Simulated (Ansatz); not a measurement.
# An O vacancy in rocksalt CaO, 63 atoms, charge +1

All numbers come from Ansatz (PAW, plane waves, no spin–orbit coupling) at the single k point (¼, ¼, ¼) without its symmetry partners. The atoms were relaxed with PBEsol in a fixed cell; other functionals are single points on those atoms unless said otherwise. The valence top and gap of the host come from its small cell on a dense mesh, with the band extrema sought between the mesh points, lined up by the mean potential, PBEsol gap 3.54 eV, HSE06 gap 5.31 eV. The charge correction uses an assumed dielectric constant of 11.9.

Cell: a = 9.535 Å, b = 9.535 Å, c = 9.535 Å, α = 90.00°, β = 90.00°, γ = 90.00°.

Nearest atoms after relaxation, from the placed atom (for vacancies from the middle of the vacant sites): Ca at 2.49 Å, Ca at 2.49 Å, Ca at 2.49 Å, Ca at 2.50 Å, Ca at 2.50 Å, Ca at 2.50 Å, O at 3.35 Å, O at 3.35 Å.

Chemical potentials μ are those of reference phases of the elements at zero temperature by the same functional (the usual solids, diamond for C, grey Sn, and the molecules H2, N2, O2, F2, Cl2, Br2 and S8).

| functional | E(defect) − E(host) − Σ nμ + q·E_VBM (eV) | monopole (eV) | alignment (eV) | formation energy at E_F = VBM (eV) | moment (μB) | wall time, shared host |
| --- | --- | --- | --- | --- | --- | --- |
| PBEsol | 3.93 | 0.18 | -0.17 | 3.94 | 1.0 | 3.6 s on NVIDIA GB200 (relaxation) |
| HSE06 | 2.96 | 0.18 | -0.16 | 2.98 | 1.0 | 23 s on NVIDIA GB200 |

Question: How does the monopole term follow by hand for this cubic cell?

Answer: q²·α·e²/(4πε₀)/(2εL) with the Madelung constant α = 2.837 and e²/4πε₀ = 14.40 eV·Å: 1 × 2.837 × 14.40 / (2 × 11.9 × 9.535) = 0.18 eV.

HSE06 one-electron levels near the gap (the ten most localised at most), from the host's valence top, not corrected for the charge's images:

```csv
level (eV),spin,filling,atoms sharing it,element of the atom with most weight
-0.29,up,1.00,27.1,spread
-0.29,down,1.00,27.2,spread
-0.13,up,1.00,29.7,spread
-0.13,up,1.00,29.7,spread
-0.13,down,1.00,29.9,spread
-0.13,down,1.00,29.9,spread
2.33,up,1.00,8.8,Ca
4.58,down,0.00,8.9,Ca
```

All elements are taken at their own reference at once; growth conditions in equilibrium with the host shift these energies, by up to the host's formation enthalpy.

One k point and a cell of this size can leave errors of several tenths of an eV in such numbers.
